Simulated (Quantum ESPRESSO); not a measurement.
Cost against accuracy: K_POINTS for Li3N (P6/mmm, 4 atoms in the cell)

```yaml
crystal:
  lattice:
    - [3.62850, 0.00000, 0.00000]
    - [-1.81425, 3.14237, 0.00000]
    - [0.00000, 0.00000, 3.87468]
  atoms:
    - { symbol: Li, position: [0.00000, 0.00000, 0.50000] }
    - { symbol: Li, position: [0.33333, 0.66667, 0.00000] }
    - { symbol: Li, position: [0.66667, 0.33333, 0.00000] }
    - { symbol: N, position: [0.00000, 0.00000, 0.00000] }
```

Method: PBE, PseudoDojo standard norm-conserving (PBE) pseudopotentials (plane waves; Quantum ESPRESSO).

Base settings: ecutwfc = 85 Ry; occupations = fixed; potentials = {Li: Li.upf, N: N.upf}; K_POINTS = automatic 5 5 5 1 1 1; nbnd = 11; conv_thr = 1e-09 Ry.

Misses are taken against the tightest run, automatic 16 16 13 1 1 1, which need not be fully converged itself. The energy is the free energy per atom.

The count of work is k-points × plane waves × bands × iterations; it is no time, and leaves out set-up, grids and terms that scale otherwise. Core times come from one kind of shared machine and are given to one figure; runs under 30 s give none.

The starting cell comes from a database of computed structures (which also holds hypothetical and non-ambient phases and stackings), without a prior relaxation at this level. Its lattice was rescaled by a random factor within 2.5 % of one.

```tsv
K_POINTS	energy less reference (meV/atom)	pressure less reference (GPa)	count of work / reference	core time / reference (rough)
automatic 1 1 1 1 1 1	274.94	7.39	0.0025	–
automatic 2 2 2 1 1 1	-35.94	-0.23	0.0030	–
automatic 3 3 2 1 1 1	-12.22	-0.02	0.0069	–
automatic 3 3 3 1 1 1	0.20	0.07	0.015	–
automatic 4 4 3 1 1 1	0.21	0.03	0.015	–
automatic 5 5 4 1 1 1	-0.27	0.00	0.031	–
automatic 5 5 5 1 1 1	-0.07	0.00	0.060	0.06
automatic 6 6 5 1 1 1	0.00	0.00	0.062	0.06
automatic 7 7 6 1 1 1	-0.02	0.00	0.083	0.09
automatic 8 8 7 1 1 1	0.00	0.00	0.23	0.2
automatic 10 10 8 1 1 1	0.00	0.00	0.21	0.2
automatic 12 12 10 1 1 1	0.00	0.00	0.39	0.4
automatic 14 14 11 1 1 1	0.00	0.00	0.67	0.7
automatic 16 16 13 1 1 1	0.00	0.00	1.0	1
```

Coarsest setting among those run that, with all tighter ones, holds the energy within 1 meV/atom of the reference: automatic 3 3 3 1 1 1, off by 0.20 meV/atom; it needs 0.015 of the reference's count of work.

The step from automatic 2 2 2 1 1 1 to automatic 3 3 3 1 1 1: it takes the miss in the energy from 36 to 0.20 meV/atom, for 5.0 times the count of work.
